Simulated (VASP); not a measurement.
# Si (Fd-3m) in VASP: settings compared

One crystal, Si, is run at these levels: PBE, HSE06, HSE03; tasks: G0W0 quasiparticle levels, evGW0 quasiparticle levels, band structure.

All numbers are computed with VASP 6.6.1; they aren't measurements. Logs are shortened: lines on timing, memory, paths and dates and some standing lists are left out, and cuts for length are marked.

## (1) The crystal as given

It takes space group Fd-3m (No. 227, cubic). The conventional cell has a = 5.444 Å, b = 5.444 Å, c = 5.444 Å, α = 90.00°, β = 90.00°, γ = 90.00°. Around Si (site symmetry -43m) lie 4 Si at 2.36 Å.

## (2) G0W0 quasiparticle levels, PBE

POSCAR

```
Si
1.0
    0.0000000000      2.7218511865      2.7218511865
    2.7218511865      0.0000000000      2.7218511865
    2.7218511865      2.7218511865      0.0000000000
Si
2
Direct
    0.5000000000      0.5000000000      0.5000000000
    0.7500000000      0.7500000000      0.7500000000
```

INCAR.step1

```
SYSTEM = Si
PREC = Accurate ; ENCUT = 500
EDIFF = 1E-8 ; ISMEAR = 0
SIGMA = 0.01 ; LREAL = .FALSE.
LASPH = .TRUE. ; NELM = 60
ALGO = Normal ; LWAVE = .TRUE.
LCHARG = .FALSE. ; GGA = PE
```

INCAR.step2

```
SYSTEM = Si
PREC = Accurate ; ENCUT = 500
EDIFF = 1E-8 ; ISMEAR = 0
SIGMA = 0.01 ; LREAL = .FALSE.
LASPH = .TRUE. ; NELM = 1
ALGO = Exact ; LWAVE = .TRUE.
LCHARG = .FALSE. ; GGA = PE
NBANDS = 139 ; LOPTICS = .TRUE.
ISTART = 1
```

INCAR.step3

```
SYSTEM = Si
PREC = Accurate ; ENCUT = 500
EDIFF = 1E-8 ; ISMEAR = 0
SIGMA = 0.01 ; LREAL = .FALSE.
LASPH = .TRUE. ; ALGO = EVGW0
LWAVE = .FALSE. ; LCHARG = .FALSE.
GGA = PE ; NELMGW = 1
NBANDS = 139 ; ENCUTGW = 100
NOMEGA = 48 ; PRECFOCK = Fast
ISTART = 1 ; NBANDSGW = 12
```

KPOINTS

```
Automatic mesh
0
G
  5 5 5
  0 0 0
```

Potentials or basis: VASP PAW PBE potentials, release 64 (Si_GW).

Command:

```
$ cat potpaw_PBE.64/Si_GW/POTCAR > POTCAR
$ cp INCAR.step1 INCAR
$ mpirun -np 1 vasp_std > vasp.out
$ cp INCAR.step2 INCAR
$ mpirun -np 1 vasp_std > vasp.out
$ cp INCAR.step3 INCAR
$ mpirun -np 1 vasp_std > vasp.out
```

OUTCAR:

```text
SYSTEM = Si
   PREC = Accurate
   ENCUT = 500
   EDIFF = 1E-8
   ISMEAR = 0
   LREAL = .FALSE.
   LASPH = .TRUE.
   GGA = PE
   NELMGW = 1
   ENCUTGW = 100
   PRECFOCK = Fast
   ISTART = 1

 ion  position               nearest neighbor table
   1  0.500  0.500  0.500-   2 2.36   2 2.36   2 2.36   2 2.36
   2  0.750  0.750  0.750-   1 2.36   1 2.36   1 2.36   1 2.36

  LATTYP: Found a face centered cubic cell.
 ALAT       =     5.4437023730

  Lattice vectors:

 A1 = (   0.0000000000,   2.7218511865,   2.7218511865)
 A2 = (   2.7218511865,   0.0000000000,   2.7218511865)
 A3 = (   2.7218511865,   2.7218511865,   0.0000000000)

Analysis of symmetry for initial positions (statically):
=====================================================================
 Subroutine PRICEL returns:
 Original cell was already a primitive cell.

 Routine SETGRP: Setting up the symmetry group for a
 face centered cubic supercell.

 Subroutine GETGRP returns: Found 48 space group operations
 (whereof 24 operations were pure point group operations)
 out of a pool of 48 trial point group operations.

The static configuration has the point symmetry T_d .
 The point group associated with its full space group is O_h .

Analysis of symmetry for dynamics (positions and initial velocities):
=====================================================================
 Subroutine PRICEL returns:
 Original cell was already a primitive cell.

 Routine SETGRP: Setting up the symmetry group for a
 face centered cubic supercell.

 Subroutine GETGRP returns: Found 48 space group operations
 (whereof 24 operations were pure point group operations)
 out of a pool of 48 trial point group operations.

The dynamic configuration has the point symmetry T_d .
 The point group associated with its full space group is O_h .

 Subroutine INISYM returns: Found 48 space group operations
 (whereof 24 operations are pure point group operations),
 and found     1 'primitive' translations

----------------------------------------------------------------------------------------

                                     Primitive cell

  volume of cell :      40.3295

  direct lattice vectors                    reciprocal lattice vectors
     0.000000000  2.721851186  2.721851186    -0.183698507  0.183698507  0.183698507
     2.721851186  0.000000000  2.721851186     0.183698507 -0.183698507  0.183698507
     2.721851186  2.721851186  0.000000000     0.183698507  0.183698507 -0.183698507

  length of vectors
     3.849278863  3.849278863  3.849278863     0.318175148  0.318175148  0.318175148

  position of ions in fractional coordinates (direct lattice)
     0.500000000  0.500000000  0.500000000
     0.750000000  0.750000000  0.750000000

  ion indices of the primitive-cell ions
   primitive index   ion index
                 1           1
                 2           2

----------------------------------------------------------------------------------------

 KPOINTS: Automatic mesh

Automatic generation of k-mesh.
 Grid dimensions read from file:
 generate k-points for:    5    5    5

 Generating k-lattice:

  Cartesian coordinates                     Fractional coordinates (reciprocal lattice)
    -0.036739701  0.036739701  0.036739701     0.200000000  0.000000000  0.000000000
     0.036739701 -0.036739701  0.036739701     0.000000000  0.200000000  0.000000000
     0.036739701  0.036739701 -0.036739701     0.000000000  0.000000000  0.200000000

  Length of vectors
     0.063635030  0.063635030  0.063635030

  Shift w.r.t. Gamma in fractional coordinates (k-lattice)
     0.000000000  0.000000000  0.000000000

 Subroutine IBZKPT returns following result:
 ===========================================

 Found     10 irreducible k-points:

 Following reciprocal coordinates:
            Coordinates               Weight
  0.000000  0.000000  0.000000      1.000000
  0.200000  0.000000  0.000000      8.000000
  0.400000  0.000000  0.000000      8.000000
  0.200000  0.200000  0.000000      6.000000
  0.400000  0.200000  0.000000     24.000000
 -0.400000  0.200000  0.000000     24.000000
 -0.200000  0.200000  0.000000     12.000000
  0.400000  0.400000  0.000000      6.000000
 -0.400000  0.400000  0.000000     12.000000
 -0.400000  0.400000  0.200000     24.000000
   k-points           NKPTS =     10   k-points in BZ     NKDIM =    125   number of bands    NBANDS=    139
   number of dos      NEDOS =    301   number of ions     NIONS =      2
   total plane-waves  NPLWV =  21952
   dimension x,y,z NGX =    28 NGY =   28 NGZ =   28
   dimension x,y,z NGXF=    56 NGYF=   56 NGZF=   56
   ions per type =               2
   NGX,Y,Z   is equivalent  to a cutoff of  12.09, 12.09, 12.09 a.u.
   NGXF,Y,Z  is equivalent  to a cutoff of  24.19, 24.19, 24.19 a.u.
 SYSTEM =  Si
   PREC   = accura    normal or accurate (medium, high low for compatibility)
   ISTART =      1    job   : 0-new  1-cont  2-samecut
   ICHARG =      0    charge: 1-file 2-atom 10-const
   ISPIN  =      1    spin polarized calculation?
   LNONCOLLINEAR =      F non collinear calculations
   LSORBIT =      F    spin-orbit coupling
   LASPH  =      T    aspherical Exc in radial PAW
   ENCUT  =  500.0 eV  36.75 Ry    6.06 a.u.   7.02  7.02  7.02*2*pi/ulx,y,z
   NELM   =     60;   NELMIN=  2; NELMDL=  0     # of ELM steps
   EDIFF  = 0.1E-07   stopping-criterion for ELM
   LREAL  =      F    real-space projection
   EDIFFG = 0.1E-06   stopping-criterion for IOM
   NSW    =      0    number of steps for IOM
   IBRION =     -1    ionic relax: 0-MD 1-quasi-New 2-CG
   NFREE  =      0    steps in history (QN), initial steepest desc. (CG)
   ISIF   =      0    stress and relaxation
   ISYM   =      3    0-nonsym 1-usesym 2-fastsym
   POTIM  = 0.5000    time-step for ionic-motion
   TEBEG  =    0.0;   TEEND  =   0.0 temperature during run
   PSTRESS=    0.0 pullay stress
   NELECT =       8.0000    total number of electrons
   NUPDOWN=      -1.0000    fix difference up-down
   EMIN   =  10.00;   EMAX   =-10.00  energy-range for DOS
   EFERMI =   0.00;   METHOD = LEGACY
   ISMEAR =     0;   SIGMA  =   0.01  broadening in eV -4-tet -1-fermi 0-gaus
   EFERMI_NEDOS =   21; number of points for ismear=-14 and -15
   IALGO  =     38    algorithm
   IMIX   =      4    mixing-type and parameters
     AMIX     =   0.40;   BMIX     =  1.00
     AMIX_MAG =   1.60;   BMIX_MAG =  1.00
  volume/ion in A,a.u.               =      20.16       136.08
  Fermi-wavevector in a.u.,A,eV,Ry     =   0.954766  1.804247 12.402783  0.911579
  Thomas-Fermi vector in A             =   2.083543
   LORBIT       =      0    0 simple, 1 ext, 2 COOP (PROOUT), +10 PAW based schemes
   GGA     = PE    functional components
   LHFCALC =     T    Hartree Fock is set to
   PRECFOCK=fast      Normal, Fast or Accurate (Low or Medium for compatibility)
   ENCUT4O =  -1.0   cutoff for four orbital integrals eV
   NKREDX  =     1    reduce k-point grid by
   NKREDY  =     1    reduce k-point grid by
   NKREDZ  =     1    reduce k-point grid by
   AEXX    =    1.0000 exact exchange contribution
   HFSCREEN=    0.0000 screening length (either q_TF or 0.3 A-1)
   HFSCREENC=   0.0000 screening length for correlation (either q_TF or 0.3 A-1)
   ENCUTFOCK=  -1.0 apply spherical cutoff to Coloumb kernel
   IVDW    =     0    specifies the selected vdW correction
   LEPSILON=     F    determine dielectric tensor
   LRPA    =     F    only Hartree local field effects (RPA)
   LRPAFORCE           =     F    calculate RPA forces
   ENCUTGW             = 100.0    cutoff for response function in eV
   ENCUTGWSOFT         =  80.0    soft cutoff for Coulomb kernel in GW response function in eV
   ENCUTLF             =  -1.0    cutoff for local field effects
   NELMGW              =     1    number of iterations in solving QP/BSE equation
   NELMHF              =     1    number of iterations in the inner HF iteration
   NKREDLFX            =     1    NKREDLFY  =   1   NKREDLFZ  =   1
 non-spin polarized calculation
 Gauss-broadening in eV      SIGMA  =   0.01
  energy-cutoff  :      500.00
  volume of cell :       40.33
 maximum number of plane-waves:      1032
  NGX = 16; NGY = 16; NGZ = 16
   NGX = 13   NGY = 13   NGZ = 13
 maximum number of plane-waves:        97
 NGX is ok and might be reduce to    14

 QP shifts <psi_nk| G(iteration)W_0 |psi_nk>: iteration 1
 for sc-GW calculations column KS-energies equals QP-energies in previous step
 and V_xc(KS)=  KS-energies - (<T + V_ion + V_H > + <T+V_H+V_ion>^1  + <V_x>^1)

 k-point   1 :       0.0000    0.0000    0.0000
  band No.  KS-energies  QP-energies   sigma(KS)   V_xc(KS)     V^pw_x(r,r')   Z            occupation Imag(sigma)

      1      -6.5052      -6.9329     -11.0995     -10.4429     -17.4813       0.6516       2.0000       1.1921
      2       5.4114       4.9699     -11.9785     -11.3932     -12.8123       0.7542       2.0000       0.0732
      3       5.4114       4.9699     -11.9785     -11.3932     -12.8123       0.7542       2.0000       0.0732
      4       5.4114       4.9699     -11.9785     -11.3932     -12.8123       0.7542       2.0000       0.0732
      5       7.9631       8.1185      -9.8834     -10.0897      -5.6616       0.7527       0.0000      -0.0632
      6       7.9631       8.1185      -9.8834     -10.0897      -5.6616       0.7527       0.0000      -0.0632
      7       7.9631       8.1185      -9.8834     -10.0897      -5.6616       0.7527       0.0000      -0.0632
      8       8.6901       8.9909     -10.6486     -11.0525      -6.0088       0.7445       0.0000      -0.0630
      9      13.1232      13.3317      -9.7104      -9.9895      -4.2010       0.7469       0.0000      -0.2090
     10      13.1232      13.3317      -9.7104      -9.9895      -4.2010       0.7469       0.0000      -0.2090
     11      13.3383      13.1236      -8.0234      -7.7437      -2.6425       0.7676       0.0000      -0.2891
     12      16.6283      16.5440      -8.4445      -8.3314      -2.2597       0.7455       0.0000      -0.6049

 k-point   2 :       0.2000    0.0000    0.0000
  band No.  KS-energies  QP-energies   sigma(KS)   V_xc(KS)     V^pw_x(r,r')   Z            occupation Imag(sigma)

      1      -5.9909      -6.4323     -11.1590     -10.4925     -17.3105       0.6622       2.0000       1.1173
      2       2.4080       1.9212     -11.4837     -10.8134     -13.3856       0.7261       2.0000       0.1244
      3       4.8342       4.3818     -11.7876     -11.1861     -12.7551       0.7522       2.0000       0.0732
      4       4.8342       4.3818     -11.7876     -11.1861     -12.7551       0.7522       2.0000       0.0732
      5       7.6013       7.7530      -9.9738     -10.1744      -5.8012       0.7564       0.0000      -0.0576
      6       8.7604       8.9207     -10.0052     -10.2204      -5.5407       0.7445       0.0000      -0.0754
      7       8.7604       8.9207     -10.0052     -10.2204      -5.5407       0.7445       0.0000      -0.0754
      8      11.3991      11.6014     -10.5563     -10.8329      -5.2978       0.7314       0.0000      -0.1588
      9      12.4559      12.5807      -9.3780      -9.5451      -3.9983       0.7469       0.0000      -0.2058
     10      12.4559      12.5807      -9.3780      -9.5451      -3.9983       0.7469       0.0000      -0.2058
     11      14.5307      14.3445      -8.2063      -7.9601      -2.4755       0.7564       0.0000      -0.3732
     12      16.3266      16.1993      -8.5120      -8.3413      -2.4798       0.7458       0.0000      -0.4826
[... 100 lines left out ...]
      1      -2.6140      -3.0612     -11.5963     -10.9510     -16.2225       0.6930       2.0000       0.6068
      2      -2.0097      -2.4662     -11.5219     -10.8641     -15.8311       0.6941       2.0000       0.5197
      3       1.3733       0.8151     -10.7546      -9.9804     -13.0014       0.7210       2.0000       0.1422
      4       2.8488       2.3096     -11.4372     -10.7030     -13.2274       0.7343       2.0000       0.0966
      5       6.4451       6.4518      -9.0355      -9.0442      -5.1212       0.7703       0.0000      -0.0585
      6       8.5570       8.6175      -9.5022      -9.5824      -5.0668       0.7541       0.0000      -0.0734
      7      13.4661      13.6288     -10.1688     -10.3947      -3.9989       0.7203       0.0000      -0.3476
      8      14.0461      14.2001     -10.2256     -10.4358      -4.3388       0.7327       0.0000      -0.3283
      9      14.0805      14.2381     -10.2856     -10.5033      -3.9465       0.7241       0.0000      -0.3936
     10      14.4605      14.5849      -9.8375     -10.0061      -3.9862       0.7381       0.0000      -0.3523
     11      19.6662      19.7900     -10.3521     -10.5254      -3.1656       0.7145       0.0000      -0.8419
     12      19.7190      19.8987     -10.2633     -10.5109      -3.2258       0.7258       0.0000      -0.9017

 k-point  10 :      -0.4000    0.4000    0.2000
  band No.  KS-energies  QP-energies   sigma(KS)   V_xc(KS)     V^pw_x(r,r')   Z            occupation Imag(sigma)

      1      -3.3743      -3.8311     -11.4885     -10.8275     -16.4621       0.6912       2.0000       0.7213
      2      -1.1382      -1.5929     -11.6568     -11.0037     -15.5332       0.6961       2.0000       0.4002
      3       1.4566       0.9048     -10.7910     -10.0264     -13.0061       0.7218       2.0000       0.1387
      4       2.4377       1.9035     -11.0301     -10.3003     -12.7919       0.7319       2.0000       0.1070
      5       8.7972       8.8810      -9.6697      -9.7814      -5.1830       0.7501       0.0000      -0.0774
      6       9.1813       9.2132      -9.3500      -9.3924      -4.8363       0.7536       0.0000      -0.0839
      7       9.8164       9.9854      -9.8911     -10.1195      -4.9520       0.7402       0.0000      -0.1116
      8      13.1651      13.2882      -9.9204     -10.0892      -4.0393       0.7294       0.0000      -0.2949
      9      13.8297      14.0098     -10.3726     -10.6203      -4.3175       0.7270       0.0000      -0.3431
     10      15.5637      15.7309     -10.1580     -10.3861      -3.8306       0.7328       0.0000      -0.4751
     11      18.6396      18.7967     -10.3409     -10.5579      -3.2934       0.7241       0.0000      -0.7946
     12      19.7927      19.7804      -9.4105      -9.3935      -2.6495       0.7266       0.0000      -0.7930
```

It took 2.6 min on 1 thread of AMD EPYC 9R45 (Zen 5), shared host; peak memory 0.44 GiB.

What came out:

```
Band gap on the k mesh, mean-field level : 0.59 eV, indirect (least direct gap 2.55 eV)
Quasiparticle gap                        : 1.02 eV
Least direct quasiparticle gap           : 3.15 eV
```

Levels at points of the mesh, in eV from the valence-band top:
| k point | band 2 | band 3 | band 4 | band 5 | band 6 | band 7 |
| --- | --- | --- | --- | --- | --- | --- |
| (0.00, 0.00, 0.00) | 0.00 | 0.00 | 0.00 | 2.55 | 2.55 | 2.55 |

Caveat: bands, screening cutoff and mesh are small and nothing is extrapolated, so the quasiparticle values aren't converged; an odd mesh through Γ misses points on the zone boundary, where band edges often lie.

[end of part 1 of 3]
